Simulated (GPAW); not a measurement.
Os:

```xyz
2
Lattice="2.7341 0.0000 0.0000 -1.3671 2.3678 0.0000 0.0000 0.0000 4.3197" Properties=species:S:1:pos:R:3 pbc="T T T"
Os    1.3671    0.7893    3.2398
Os    0.0000    1.5785    1.0799
```

Base run:

| Property | Result |
| --- | --- |
| Program | GPAW 26.7.0 |
| Functional | PBE |
| Potentials or basis | JTH PAW 2.0, PBE |
| Cutoff | 600 eV |
| Basis | pw |
| k mesh | 8 × 8 × 5 |
| Occupations | fermi-dirac, width 0.05 eV |
| Spin | no spin polarisation |

Its results: pressure 7.3 GPa.

Task: The run is repeated on the same cell with these changes: potentials or basis from JTH PAW 2.0, PBE to PAW data sets generated in the run's folder for this functional; valence electrons from 16 to 28. What comes out?

Result: Pressure 5.8 GPa.

Caveats: the program truncates these outside data sets (some runs).

Not every run made on this cell is shown here.
